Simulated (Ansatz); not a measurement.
Geometry optimisation in Ansatz: input, command and trajectory.

```yaml
crystal:
  lattice:
    - [-1.603781621, 1.603781621, 2.0902156366]
    - [1.603781621, -1.603781621, 2.0902156366]
    - [1.603781621, 1.603781621, -2.0902156366]
  atoms:
    - { symbol: Ti, position: [0.0, 0.0, 0.0] }
    - { symbol: H, position: [0.75, 0.25, 0.5] }
    - { symbol: H, position: [0.25, 0.75, 0.5] }
basis:
  ecutwfc: 420
kpoints:
  mp_grid: { grid: [18, 18, 18] }
hamiltonian:
  xc: pbesol
scf:
  occupations: { method: gaussian, width: 0.1 }
output:
  forces: true
  stress: true
  eigenvalues: true
relax:
  adjacent_minimum: "off"
  f_tol: 0.01
  max_steps: 30
  cell: { stress_tol: 0.1, fix: [volume] }
```

```bash
ansatz run input.yaml --threads 1 --pin off --max-ram 2560MiB --backend cpu --events-out ev --progress --plain --runs-dir out
```

The calculation used DFT PBEsol, scalar-relativistic, plane waves, PAW in Ansatz.

The volume is held at 1.03 times that of the relaxed cell.

Of 4 frames 3 are shown, positions in Å and forces in eV/Å; the SCF threshold varies from step to step. Steps run on the plane waves of an earlier cell, with a Pulay correction in the pressure. The basis is chosen afresh for the last frame, the zero of the energies, and at times for earlier ones too; energy and pressure step there, also at an unchanged geometry.

```xyz
3
Lattice="-1.6038 1.6038 2.0902 1.6038 -1.6038 2.0902 1.6038 1.6038 -2.0902" Properties=species:S:1:pos:R:3:forces:R:3 pbc="T T T" step=1 free_energy_over_end_meV_per_atom=0.06 pressure_GPa=-4.25
Ti    0.0000    0.0000    0.0000    0.0000    0.0000    0.0000
H     0.0000    1.6038    1.0451    0.0000    0.0000    0.0000
H     1.6038    0.0000    1.0451    0.0000    0.0000    0.0000
3
Lattice="-1.6009 1.6009 2.0978 1.6009 -1.6009 2.0978 1.6009 1.6009 -2.0978" Properties=species:S:1:pos:R:3:forces:R:3 pbc="T T T" step=2 free_energy_over_end_meV_per_atom=0.01 pressure_GPa=-4.20
Ti    0.0000    0.0000    0.0000    0.0000    0.0000    0.0000
H     0.0000    1.6009    1.0489    0.0000    0.0000    0.0000
H     1.6009    0.0000    1.0489    0.0000    0.0000    0.0000
3
Lattice="-1.5995 1.5995 2.1015 1.5995 -1.5995 2.1015 1.5995 1.5995 -2.1015" Properties=species:S:1:pos:R:3:forces:R:3 pbc="T T T" step=4 free_energy_over_end_meV_per_atom=0.00 pressure_GPa=-4.17
Ti    0.0000    0.0000    0.0000    0.0000    0.0000    0.0000
H     0.0000    1.5995    1.0507    0.0000    0.0000    0.0000
H     1.5995    0.0000    1.0507    0.0000    0.0000    0.0000
```

It took 32 s on 1 thread of Arm Neoverse V1, with other jobs on the host, peak memory 0.42 GiB.